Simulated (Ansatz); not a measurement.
# FePt: the cost of one run

Method: DFT PBE, scalar-relativistic, plane waves, PAW, in Ansatz 0.2.0.

### 1 The structure to begin with

It takes space group Pm-3m (No. 221, cubic). The conventional cell has a = 3.044 Å, b = 3.044 Å, c = 3.044 Å, α = 90.00°, β = 90.00°, γ = 90.00°. Fe (site symmetry m-3m) has 8 Pt at 2.64 Å as nearest neighbours. Around Pt (site symmetry m-3m) lie 8 Fe at 2.64 Å.

Structure file:

```xyz
2
Lattice="3.0443 0.0000 0.0000 0.0000 3.0443 0.0000 0.0000 0.0000 3.0443" Properties=species:S:1:pos:R:3 pbc="T T T"
Fe    0.0000    0.0000    0.0000
Pt    1.5221    1.5221    1.5221
```

(A quick probe on a coarse mesh, which set the mesh and smearing, is not shown.)

### 3 Relaxing cell and atoms

The input, input.yaml:

```yaml
crystal:
  lattice:
    - [3.0442566564, 0.0, 0.0]
    - [0.0, 3.0442566564, 0.0]
    - [0.0, 0.0, 3.0442566564]
  atoms:
    - { symbol: Fe, position: [0.0, 0.0, 0.0], spin: 3.43 }
    - { symbol: Pt, position: [0.5, 0.5, 0.5], spin: 0.43 }
basis:
  ecutwfc: 420
kpoints:
  mp_grid: { grid: [18, 18, 18] }
hamiltonian:
  xc: pbe
scf:
  occupations: { method: gaussian, width: 0.1 }
output:
  forces: true
  stress: true
  eigenvalues: true
  populations: true
magnetization:
  spin_polarized: true
relax:
  adjacent_minimum: "off"
  f_tol: 0.01
  max_steps: 80
  cell: { stress_tol: 0.05 }
```

Launch:

```
$ ansatz run input.yaml --threads 1 --pin off --max-ram 2560MiB --backend cpu --events-out ev --progress --plain --runs-dir out
```

Q: Estimate wall time and peak memory on 1 thread of Intel Xeon 6975P-C (Granite Rapids), shared host.

About 42 s, with a peak of 0.58 GiB.
